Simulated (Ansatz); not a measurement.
Runs of Ansatz 0.2.0 on SiO2. Symmetry: Imma, No. 74, orthorhombic system. Conventional cell: a = 5.247 Å, b = 9.554 Å, c = 8.883 Å, α = 90.00°, β = 90.00°, γ = 90.00°. Si (site symmetry m) has 4 O at 1.60 to 1.61 Å as nearest neighbours. O (site symmetry 2/m) is surrounded by 2 Si at 1.60 Å. O (site symmetry 2) is surrounded by 2 Si at 1.61 Å. O (site symmetry mm2) has 2 Si at 1.61 Å as nearest neighbours. The cell comes from a database or a generator and needn't be the stable form of this composition.

| task | level | cell | k mesh | cutoff (eV) | points for each segment of the path | mesh quality | gap on the mesh (eV) | pressure (GPa) | largest force (eV/Å) |
| --- | --- | --- | --- | --- | --- | --- | --- | --- | --- |
| relaxation of cell and atoms | PBEsol+D3(BJ) | relaxed | 6 × 6 × 6 | 420 | - | not flagged | 5.49 | 0.0 | 0.01 |
| band structure | LDA | as given | 6 × 6 × 6 | 420 | 10 | not flagged | 5.42 | (b) | 0.10 |
| single point | PBE | as given | 3 × 3 × 3 | 420 | - | coarse | 5.49 | (a) | 0.30 |
| band structure | r2SCAN | as given | 6 × 6 × 6 | 500 | 10 | not flagged | (c) | 0.1 | 0.06 |
| single point | PBE | as given | 6 × 6 × 6 | 250 | - | not flagged | 5.40 | (d) | 0.49 |

Alike in all rows: potentials or basis Ansatz PAW; no spin polarisation; smearing fermi-dirac 0.05 eV.

**Question.** Estimate the missing entries.

**Answer.** (a) 3.4; (b) -1.2; (c) 6.19; (d) 5.2.

Caveats: some runs use coarse meshes; the PAW data sets come from PBE, with cores solved anew for the run's functional, which leaves a small shift of forces and pressure (some runs); the plane-wave basis is chosen anew once the cell has moved, so the energies of steps on either side of that aren't comparable (some runs); odd divisions of the mesh miss points on the zone boundary, where band edges often lie, so the gap on the mesh can be too wide (some runs); the pressure holds a Pulay correction of +49.7 GPa for the finite cutoff (some runs); the cutoff lies under the one recommended for these potentials (some runs).

A k mesh can miss the band edges.
